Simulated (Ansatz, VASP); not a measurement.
TiCo: VASP beside Ansatz

INCAR

```
  PREC = Accurate
  ENCUT = 520
  EDIFF = 1E-7
  ISMEAR = -1
  SIGMA = 0.05
  LREAL = F
  LASPH = T
  NELM = 100
  ALGO = Normal
  ISIF = 2
  LWAVE = F
  LCHARG = F
  ISPIN = 2
  MAGMOM = 2 1
  LORBIT = 11
  LMAXMIX = 4
  GGA = PS
  NBANDS = 22
```

File KPOINTS:

```
regular mesh
0
Gamma
  9 9 9
```

File POSCAR:

```
TiCo
1.0
    3.0058871358      0.0000000000      0.0000000000
    0.0000000000      3.0058871358      0.0000000000
    0.0000000000      0.0000000000      3.0058871358
Co Ti
1 1
Direct
    0.5000000000      0.5000000000      0.5000000000
    0.0000000000      0.0000000000      0.0000000000
```

File input.yaml:

```yaml
crystal:
  lattice:
    - [3.0058871358, 0.0, 0.0]
    - [0.0, 3.0058871358, 0.0]
    - [0.0, 0.0, 3.0058871358]
  atoms:
    - { symbol: Co, position: [0.5, 0.5, 0.5], spin: 2.0 }
    - { symbol: Ti, position: [0.0, 0.0, 0.0], spin: 1.0 }
hamiltonian:
  xc: pbesol
  pseudopotentials: { kind: paw }
magnetization:
  spin_polarized: true
kpoints:
  mp_grid: { grid: [9, 9, 9] }
scf:
  occupations: { method: fermi_dirac, width: 0.05 }
output:
  forces: true
  stress: true
  eigenvalues: true
```

Change from the starting cell: volume scaled by 1.02.

Alike in both runs: task single point; functional PBEsol; k mesh 9 × 9 × 9; occupations fermi-dirac, width 0.05 eV; collinear spin, ferromagnetic start.

|  | VASP | Ansatz |
| --- | --- | --- |
| version | VASP 6.6.1 | Ansatz 0.2.0 |
| potentials or method | VASP PAW PBE potentials, release 64 (Co, Ti_sv) | Ansatz PAW |
| plane-wave cutoff (eV) | 520 | 420 |
| valence electrons in the cell | 21 | 29 |

```csv
,VASP,Ansatz,Ansatz less VASP
gap on the k mesh at the Fermi level (eV),none,none,-
pressure (GPa),-11.4,-10.9,+0.47
net moment per atom (μB),0.36,0.38,+0.022
size of the moment on the site where the two differ most (μB),0.80,0.86,+0.058
```

Site moments also hang on the region over which each program counts them. A gap of «none» marks a metal or a gap that the smearing closes. The two sets of potentials don't hold the same shells in valence.

Caveats: the PAW data sets were made with another functional, which shifts forces and pressure a little (VASP); the PAW data sets come from PBE, with cores solved anew for the run's functional, which leaves a small shift of forces and pressure (Ansatz).
